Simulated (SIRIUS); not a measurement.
# MgS (Niningerite) (Fm-3m) in SIRIUS: reference runs

Aim: a first look at MgS (Niningerite) with PBE, on the cell as given.

All numbers are computed with SIRIUS 7.12.0; they aren't measurements. Logs are shortened: lines on timing, memory, paths and dates and some standing lists are left out, and cuts for length are marked. The log counts tension as positive stress, the text compression.

## 1. The crystal as given

The structure is cubic, space group Fm-3m (No. 225). Conventional cell: a = 5.203 Å, b = 5.203 Å, c = 5.203 Å, α = 90.00°, β = 90.00°, γ = 90.00°. S (site symmetry m-3m) is surrounded by 6 Mg at 2.60 Å. Mg (site symmetry m-3m) is surrounded by 6 S at 2.60 Å.

## 2. Single point, PBE

Input file sirius.json:

```json
{
  "control": {
    "processing_unit": "cpu",
    "verbosity": 2,
    "num_bands_to_print": 15,
    "print_forces": true,
    "print_stress": true
  },
  "parameters": {
    "electronic_structure_method": "pseudopotential",
    "xc_functionals": ["XC_GGA_X_PBE", "XC_GGA_C_PBE"],
    "gk_cutoff": 9.2,
    "pw_cutoff": 18.4,
    "ngridk": [9, 9, 9],
    "shiftk": [0, 0, 0],
    "smearing": "fermi_dirac",
    "smearing_width": 0.0018374661,
    "num_bands": 15,
    "num_mag_dims": 0,
    "num_dft_iter": 100,
    "energy_tol": 1e-08,
    "density_tol": 1e-06
  },
  "iterative_solver": {
    "type": "davidson",
    "min_tolerance": 1e-10
  },
  "mixer": {
    "type": "anderson",
    "beta": 0.7,
    "max_history": 8
  },
  "settings": {
    "tol_ne": 1e-10
  },
  "unit_cell": {
    "lattice_vectors": [
      [0.0, 4.916405972133, 4.916405972133],
      [4.916405972133, 0.0, 4.916405972133],
      [4.916405972133, 4.916405972133, 0.0]
    ],
    "atom_coordinate_units": "lattice",
    "atom_types": ["S", "Mg"],
    "atom_files": {
      "Mg": "Mg.json",
      "S": "S.json"
    },
    "atoms": {
      "S": [
        [0.5, 0.5, 0.5]
      ],
      "Mg": [
        [0.0, 0.0, 0.0]
      ]
    }
  }
}
```

Potentials or basis: PseudoDojo 0.4.1 PBE standard (scalar relativistic).

On the command line:

```sh
upf_to_json Mg.upf
upf_to_json S.upf
OMP_NUM_THREADS=1 sirius.scf --input=sirius.json --output=out.json --task=0
```

Standard output:

```text
[info] SIRIUS version : 7.12.0
[info] number of MPI ranks           : 1
[info] MPI grid                      : 1 1
[info] maximum number of OMP threads : 1
[fft] FFT context for density and potential
[fft] =====================================
[fft]   comm size                             : 1
[fft]   plane wave cutoff                     : 18.4
[fft]   grid size                             : 45 45 45   total : 91125
[fft]   grid limits                           : -22 22   -22 22   -22 22
[fft]   number of G-vectors within the cutoff : 12551
[fft]   local number of G-vectors             : 12551
[fft]   number of G-shells                    : 693
[fft] FFT context for coarse grid
[fft] =====================================
[fft]   comm size                             : 1
[fft]   plane wave cutoff                     : 18.4
[fft]   grid size                             : 45 45 45   total : 91125
[fft]   grid limits                           : -22 22   -22 22   -22 22
[fft]   number of G-vectors within the cutoff : 12551
[fft]   local number of G-vectors             : 12551
[fft]   number of G-shells                    : 693
[unit cell] lattice vectors
[unit cell]   a1 :       0.0000000000      4.9164059721      4.9164059721
[unit cell]   a2 :       4.9164059721      0.0000000000      4.9164059721
[unit cell]   a3 :       4.9164059721      4.9164059721      0.0000000000
[unit cell] reciprocal lattice vectors
[unit cell]   b1 :      -0.6390018789      0.6390018789      0.6390018789
[unit cell]   b2 :       0.6390018789     -0.6390018789      0.6390018789
[unit cell]   b3 :       0.6390018789      0.6390018789     -0.6390018789
[unit cell] unit cell volume :       237.66936636 [a.u.^3]
[unit cell] 1/sqrt(omega)    :         0.06486544
[unit cell] MT volume        :         0.00000000 ( 0.00%)
[unit cell] IT volume        :       237.66936636 (100.00%)
[unit cell] number of atom types : 2
[unit cell] type id : 0 symbol :  S mt_radius :  11.450000 num_atoms : 1
[unit cell] type id : 1 symbol : Mg mt_radius :  15.090000 num_atoms : 1
[unit cell] total number of atoms : 2
[unit cell] number of symmetry classes : 2
[unit cell] number of PAW atoms : 0
[unit cell] atom id  type id  class id             position                      vector_field
[unit cell] ------------------------------------------------------------------------------------------
[unit cell]      0        0        0      0.50000   0.50000   0.50000      0.00000   0.00000   0.00000
[unit cell]      1        1        1      0.00000   0.00000   0.00000      0.00000   0.00000   0.00000
[unit cell] atom id         position (Cartesian, a.u.)
[unit cell] ---------------------------------------------
[unit cell]      0       4.916406    4.916406    4.916406
[unit cell]      1       0.000000    0.000000    0.000000
[unit cell] class id : 0 atom id : 0
[unit cell] class id : 1 atom id : 1
[unit cell] minimum bond length:     4.916406
[unit cell] total number of pseudo wave-functions: 9
[sym] space group number   : 225
[sym] international symbol : Fm-3m
[sym] Hall symbol          : -F 4 2 3
[sym] space group transformation matrix :
[sym]   0.0000  0.5000  0.5000
[sym]   0.5000  0.0000  0.5000
[sym]   0.5000  0.5000  0.0000
[sym] space group origin shift :
[sym]   0.0000  0.0000  0.0000
[sym] number of space group operations  : 48
[sym] number of magnetic group operations : 48
[sym] metric tensor error: 0.0000e+00
[sym] rotation matrix error: 0.0000e+00
[sym] symmetry operations
[... list of symmetry operations ...]
[atom type] label          : S
[atom type] --------------------------------------------------------------------------------
[atom type] symbol         : S
[atom type] name           :
[atom type] zn             : 6
[atom type] mass           : 0
[atom type] mt_radius      : 11.45
[atom type] num_mt_points  : 1146
[atom type] grid_origin    : 0
[atom type] grid_name      : external
[atom type] number of core electrons    : 0
[atom type] number of valence electrons : 6
[... 249 lines left out ...]
[find] iterative solver converged : false
[find] +------------------------------+
[find] | SCF iteration  10 out of 100|
[find] +------------------------------+
[diagonalize] iterative solver tolerance (occupied, empty): 1.9939e-07 1.9939e-07
[diagonalize] average number of iterations: 1.88571
[diagonalize] Lowest band energies
[diagonalize] ik:    0   -2.513947   -1.292185   -1.292185   -1.292185   -0.231443    0.233936    0.233936    0.233936    0.370375    0.526212    0.526212    0.695085    0.720890    0.720890    0.720890
[diagonalize] ik:    1   -2.513946   -1.292213   -1.292188   -1.292188   -0.227018    0.202222    0.230988    0.230988    0.395424    0.515583    0.533987    0.533988    0.592903    0.592903    0.704458
[diagonalize] ik:    2   -2.513942   -1.292283   -1.292198   -1.292198   -0.214745    0.145110    0.224132    0.224132    0.416719    0.527088    0.527088    0.528010    0.600209    0.600209    0.678655
[diagonalize] ik:    3   -2.513939   -1.292364   -1.292209   -1.292209   -0.198254    0.093050    0.217191    0.217191    0.409774    0.503227    0.503227    0.577239    0.655515    0.655515    0.660333
[diagonalize] ik:    4   -2.513936   -1.292417   -1.292216   -1.292216   -0.185268    0.061110    0.213056    0.213056    0.402102    0.489131    0.489131    0.604763    0.675061    0.729397    0.729397
[diagonalize] ...
[diagonalize] ik:   30   -2.513933   -1.292365   -1.292312   -1.292249   -0.172326    0.091823    0.129287    0.180794    0.418667    0.493584    0.553725    0.563062    0.680554    0.726435    0.815986
[diagonalize] ik:   31   -2.513934   -1.292360   -1.292299   -1.292235   -0.178797    0.095461    0.138244    0.192613    0.438380    0.489135    0.513086    0.575075    0.661201    0.728037    0.827715
[diagonalize] ik:   32   -2.513932   -1.292381   -1.292286   -1.292271   -0.171300    0.089298    0.156824    0.164093    0.370813    0.430403    0.597663    0.640969    0.717375    0.783176    0.795905
[diagonalize] ik:   33   -2.513932   -1.292364   -1.292315   -1.292267   -0.169028    0.098344    0.126342    0.166707    0.392492    0.472993    0.571441    0.592060    0.712832    0.756560    0.832339
[diagonalize] ik:   34   -2.513932   -1.292351   -1.292322   -1.292270   -0.169523    0.104158    0.125011    0.156584    0.424481    0.505219    0.516542    0.568881    0.733937    0.744604    0.828853
[find] Charges and magnetic moments
[find] --------------------------------------------------------------------------------
[find] total charge          : 16.000000
[find] Energy
[find] --------------------------------------------------------------------------------
[find] valence_eval_sum               :     -12.22364368
[find] <rho|V^{XC}>                   :     -13.42760124
[find] <rho|E^{XC}>                   :     -11.17427133
[find] <mag|B^{XC}>                   :       0.00000000
[find] <rho|V^{H}>                    :      44.42278118
[find] one-electron contribution      :     -43.21882362 (Ha),     -86.43764724 (Ry)
[find] hartree contribution           :      22.21139059
[find] xc contribution                :     -11.17427133
[find] ewald contribution             :     -38.35673826
[find] PAW contribution               :       0.00000000
[find] smearing (-TS)                 :      -0.00000000
[find] SCF correction                 :      -0.00000014
[find] Total energy                   :     -70.53844276 (Ha),    -141.07688553 (Ry)
[find] Free energy (E-TS)             :     -70.53844276 (Ha),    -141.07688553 (Ry)
[find] band gap (eV)                  :       2.91507270
[find] Efermi                         :       0.29931325
[find] iteration : 10, RMS (target) : 8.7604e-07 (1.0000e-06) , energy difference (target) : -5.2442e-10 (1.0000e-08)
[find] bands are converged : false
[find] iterative solver converged : false
[find] converged after 11 SCF iterations!
[find] Charges and magnetic moments
[find] --------------------------------------------------------------------------------
[find] total charge          : 16.000000
[find] Energy
[find] --------------------------------------------------------------------------------
[find] valence_eval_sum               :     -12.22364368
[find] <rho|V^{XC}>                   :     -13.42760124
[find] <rho|E^{XC}>                   :     -11.17427133
[find] <mag|B^{XC}>                   :       0.00000000
[find] <rho|V^{H}>                    :      44.42278118
[find] one-electron contribution      :     -43.21882362 (Ha),     -86.43764724 (Ry)
[find] hartree contribution           :      22.21139059
[find] xc contribution                :     -11.17427133
[find] ewald contribution             :     -38.35673826
[find] PAW contribution               :       0.00000000
[find] smearing (-TS)                 :      -0.00000000
[find] SCF correction                 :      -0.00000014
[find] Total energy                   :     -70.53844276 (Ha),    -141.07688553 (Ry)
[find] Free energy (E-TS)             :     -70.53844276 (Ha),    -141.07688553 (Ry)
[find] band gap (eV)                  :       2.91507270
[find] Efermi                         :       0.29931325
[ground_state] === stress tensor components [kbar] ===
[ground_state] === stress_kin ===
[ground_state] -31262.881110    0.000000    0.000000
[ground_state]     0.000000-31262.881110   -0.000000
[ground_state]     0.000000   -0.000000-31262.881110
[ground_state] === stress_har ===
[ground_state] -9165.135539    0.000000    0.000000
[ground_state]     0.000000-9165.135539    0.000000
[ground_state]     0.000000    0.000000-9165.135539
[ground_state] === stress_ewald ===
[ground_state] 15827.226287    0.000000    0.000000
[ground_state]     0.00000015827.226287   -0.000000
[ground_state]     0.000000   -0.00000015827.226287
[ground_state] === stress_vloc ===
[ground_state]  8223.114421   -0.000000   -0.000000
[ground_state]    -0.000000 8223.114421    0.000000
[ground_state]    -0.000000    0.000000 8223.114421
[ground_state] === stress_xc ===
[ground_state]  3028.606048    0.000000   -0.000000
[ground_state]     0.000000 3028.606048    0.000000
[ground_state]    -0.000000    0.000000 3028.606048
[ground_state] === stress_core ===
[ground_state]  1190.894705    0.000000    0.000000
[ground_state]     0.000000 1190.894705    0.000000
[ground_state]     0.000000    0.000000 1190.894705
[ground_state] === stress_nonloc ===
[ground_state] 12145.977152    0.000000    0.000000
[ground_state]     0.00000012145.977152   -0.000000
[ground_state]     0.000000   -0.00000012145.977152
[ground_state] === stress_us_nl ===
[ground_state] 12145.977152    0.000000    0.000000
[ground_state]     0.00000012145.977152   -0.000000
[ground_state]     0.000000   -0.00000012145.977152
[ground_state] === stress_total ===
[ground_state]   -12.198036   -0.000000    0.000000
[ground_state]    -0.000000  -12.198036   -0.000000
[ground_state]     0.000000   -0.000000  -12.198036
[ground_state] ==== total Forces in Ha/bohr =====
[ground_state] atom:    0, force:       0.0000000      0.0000000      0.0000000
[ground_state] atom:    1, force:       0.0000000      0.0000000      0.0000000
[ground_state] ==== ultrasoft contribution from Qij =====
[ground_state] atom:    0, force:       0.0000000      0.0000000      0.0000000
[ground_state] atom:    1, force:       0.0000000      0.0000000      0.0000000
[ground_state] ==== non-local contribution from Beta-projector =====
[ground_state] atom:    0, force:       0.0000000      0.0000000      0.0000000
[ground_state] atom:    1, force:       0.0000000      0.0000000      0.0000000
[ground_state] ==== contribution from local potential =====
[ground_state] atom:    0, force:       0.0000000      0.0000000      0.0000000
[ground_state] atom:    1, force:       0.0000000      0.0000000      0.0000000
[ground_state] ==== contribution from core density =====
[ground_state] atom:    0, force:       0.0000000      0.0000000      0.0000000
[ground_state] atom:    1, force:       0.0000000      0.0000000      0.0000000
[ground_state] ==== Ewald forces from ions =====
[ground_state] atom:    0, force:       0.0000000      0.0000000      0.0000000
[ground_state] atom:    1, force:       0.0000000      0.0000000      0.0000000
[~DFT_ground_state] local op. applied: 13299
[~DFT_ground_state] evp. work count: 3691.6
[~DFT_ground_state] number of iterative solver steps: 1043
```

Wall time 29 s (1 thread of Intel Xeon Platinum 8488C (Sapphire Rapids), shared host); peak memory 0.27 GiB.

Results:

| Quantity | Value |
| --- | --- |
| Free energy | -1919.4488 eV |
| Pressure | 1.2 GPa |
| Band gap on the k mesh | 2.92 eV |

Caveat: an odd mesh through Γ misses points on the zone boundary, where band edges often lie. A hybrid or GW would open this gap; PBE tends to underestimate it.
